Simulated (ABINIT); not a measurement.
Runs of ABINIT 10.8.3 (patched build) on BN. The structure is hexagonal, space group P6_3mc (No. 186). The conventional cell has a = 2.554 Å, b = 2.554 Å, c = 4.227 Å, α = 90.00°, β = 90.00°, γ = 120.00°. N (site symmetry 3m) has 4 B at 1.57 to 1.58 Å as nearest neighbours. B (site symmetry 3m) is surrounded by 4 N at 1.57 to 1.58 Å. Measurements of this composition are mostly on another form, of space group No. 194.

```tsv
level	gap on the mesh (eV)	pressure (GPa)	largest force (eV/Å)
LDA	4.97	(a)	0.02
WC	5.02	-5.9	0.01
PW91	5.24	-1.1	0.02
SCAN	(c)	-4.5	(b)
r2SCAN	5.71	-2.3	0.04
```

Alike in all rows: task band structure; potentials or basis JTH PAW PBE v2.0; no spin polarisation; cell as given; k mesh 12 × 12 × 6; cutoff (eV) 844; smearing fermi-dirac 0.05 eV.

Estimate the missing entries.

(a) -13.2; (b) 0.11; (c) 5.70.

Caveats: the PAW data sets were made with another functional, which shifts forces and pressure a little.

Runs at the PBE level aren't shown here.
